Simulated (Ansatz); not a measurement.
## Computed properties of CdS

```
Cd S
1.0
     0.00000    2.94295    2.94295
     2.94295    0.00000    2.94295
     2.94295    2.94295    0.00000
Cd S
1 1
Cartesian
  0.0000 0.0000 0.0000
  4.4144 4.4144 4.4144
```

Atom numbers follow the list: Cd1, S2.

The cell is the one relaxed in the Materials Project (mp-2469), not relaxed further here; entries there can be hypothetical.

All numbers are computed: DFT, PBE, all-electron LAPW, scalar-relativistic (Ansatz 0.2.0); DFT, PBE, PAW with Ansatz's default frozen-core files, scalar-relativistic (Ansatz 0.2.0).

For LAPW: a Γ-centred 7×7×7 k mesh, Fermi–Dirac smearing of 0.02 eV, basis error target 0.5 meV/atom, no spin polarisation. PAW takes a cutoff of 420 eV at this cell. The Ansatz runs share mesh, smearing and spin set-up. Values come from LAPW unless marked.

```json
{"Löwdin charges (with 0.19 e of the cell spilling out of the atomic basis, so their sizes and signs hang on that basis)": "Cd1 1.27, S2 -1.09 e", "Volume per atom": "25.49 Å³"}
```

Task: Predict this quantity. Band gap.

Result: 1.09 eV, direct at Γ.

Task: Predict this quantity. Pressure at this cell.

Result: 1.19 GPa.

Task: Predict this quantity. Bader charges (from the PAW run).

Result: Cd1 +0.85, S2 -0.85 e.
